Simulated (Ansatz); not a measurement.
# EuS: the cost of one run

Method: DFT PBE+U (U_eff = 1 eV on Eu f), plane waves, PAW, no spin–orbit coupling unless a run says so, in Ansatz 0.2.0.

## 1. Starting point

The structure is cubic, space group Fm-3m (No. 225). The conventional cell has a = 5.957 Å, b = 5.957 Å, c = 5.957 Å, α = 90.00°, β = 90.00°, γ = 90.00°. Eu (site symmetry m-3m) has 6 S at 2.98 Å as nearest neighbours. Around S (site symmetry m-3m) lie 6 Eu at 2.98 Å.

Structure file:

```
Eu S
1.0
     0.00000    2.97850    2.97850
     5.95700    2.97850    2.97850
     5.95700    5.95700    0.00000
Eu S
2 2
Direct
  0.50000 0.50000 0.00000
  0.50000 0.50000 0.50000
  0.00000 0.00000 0.00000
  0.00000 0.00000 0.50000
```

Magnetic order typed: antiferromagnetic, doubled cell 0 1/2 1/2.

An earlier series on this cell reached its lowest free state from «natural orbitals of the symmetric run, filled by rank», perhaps among other starts.

## 2. From atoms, default search

input.yaml

```yaml
crystal:
  lattice:
    - [0.0, 2.97850187, 2.97850187]
    - [5.95700374, 2.97850187, 2.97850187]
    - [5.95700374, 5.95700374, 0.0]
  atoms:
    - { symbol: Eu, position: [0.5, 0.5, 0.0], spin: 7.0 }
    - { symbol: S, position: [0.0, 0.0, 0.0] }
    - { symbol: Eu, position: [0.5, 0.5, 0.5], spin: -7.0 }
    - { symbol: S, position: [0.0, 0.0, 0.5] }
basis:
  ecutwfc: 420
  ecutrho_ratio: 4
kpoints:
  mp_grid: { grid: [6, 6, 6] }
hamiltonian:
  xc: pbe
  hubbard:
    sites: [{ site: 0, l: f, u_eff: 1.0 }, { site: 2, l: f, u_eff: 1.0 }]
scf:
  occupations: { method: gaussian, width: 0.05 }
output:
  forces: true
  stress: true
  eigenvalues: true
  populations: true
  hubbard: { sites: [{ site: 0, l: f }, { site: 2, l: f }] }
  write_density: true
  write_potential: true
  elf: true
  volumetric_format: npy
magnetization:
  spin_polarized: true
```

Run with:

```console
ansatz run input.yaml --threads 4 --pin off --max-ram 6144MiB --backend cpu --events-out ev --progress --plain --runs-dir out
```

What time and memory should one allow on 4 threads of Arm Neoverse V2, shared host?

About 7.4 s, with a peak of 0.67 GiB.
